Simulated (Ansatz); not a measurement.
Computed with DFT PBE, scalar-relativistic, plane waves, PAW (Ansatz). All cells share a 420 eV cutoff and Γ-centred k meshes spaced at most about 0.3 Å⁻¹ (about 0.25 or finer for metals, 2π included). No spin polarisation in the final relaxations.

All energies are static (0 K, no zero-point motion). All come from trial cells, and lower structures may exist.

Problem. Which of these relaxed structures of MgH is the lowest in energy?
1.

```
Mg H
1.0
     3.31286    0.00000    0.00000
     0.00000    4.68787    0.00000
     0.00000    0.00000    6.54895
Mg H
4 4
Cartesian
  1.6564 0.0000 5.8031
  0.0000 2.3439 0.7459
  1.6564 0.0000 2.4690
  0.0000 2.3439 4.0800
  0.0000 1.1705 2.3622
  0.0000 3.5174 2.3622
  1.6564 1.1735 4.1867
  1.6564 3.5144 4.1867
```

2.

```
Mg H
1.0
     1.43356   -2.96142    0.00000
     1.43356    2.96142    0.00000
     0.00000    0.00000    3.15052
Mg H
1 1
Direct
  0.00000 0.00000 0.00000
  0.50000 0.50000 0.50000
```

Solution. 1. It has space group Pmmn (No. 59); the next, 2, with space group Cmmm (No. 65), lies 280 meV/atom higher. Counting H atoms around Mg (those within 1.25 times the shortest such distance or 1.15 times the sum of covalent radii, 1.27 where that leaves under three; a slash parts the counts of unlike sites), the lowest has Mg 2/6 and the next has Mg 4.

With hydrogen, zero-point motion can shift such differences by 10 meV/atom or more. A magnetic state wasn't ruled out in cells without spin, among them Cmmm. Cells relaxed within their symmetry can be saddle points. The Pmmn cell of MgH came from shaking the Cmmm one. Some types were kept out of the candidates beforehand, so the set may lack a known form.
